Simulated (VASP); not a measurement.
# Re under changes of volume

One of the cells (15.008 Å³/atom); the others are scaled copies at fixed shape and fractional positions:

```
Re
1.0
     2.77908    0.00000    0.00000
    -1.38954    2.40676    0.00000
     0.00000    0.00000    4.48773
Re
2
Direct
  0.66667 0.33333 0.75000
  0.33333 0.66667 0.25000
```

```yaml
Program: VASP 6.6.1
Functional: PBE
Potentials_or_basis: VASP PAW PBE potentials, release 64 (Re)
Cutoff: 520 eV
k_mesh: 11 × 11 × 6
Occupations: fermi-dirac, width 0.05 eV
Spin: no spin polarisation
```

```tsv
volume (Å³/atom)	energy over the lowest point (meV/atom)	pressure (GPa)
13.831	107.40	33.7
14.125	55.21	23.3
14.420	21.13	14.0
15.008	0.00	-1.9
15.303	?	?
15.597	31.30	-14.7
```

Task: What does the run at 15.303 Å³/atom give?

Result: Energy over the lowest point 9.80 meV/atom; pressure -8.7 GPa.

Worked out: A Birch-Murnaghan fit of order 3 (a polynomial in V^(-2/3)) to the other rows has its minimum at 14.93 Å³/atom with B0 = V·E''(V) = 371 GPa and B' = 4.5 at fixed shape and positions, which overstates the stiffness. It gives 9.82 meV/atom at 15.303 Å³/atom, against the run's 9.80, and -dE/dV = -8.6 GPa, against -8.7.

Energies are extrapolated to zero smearing.
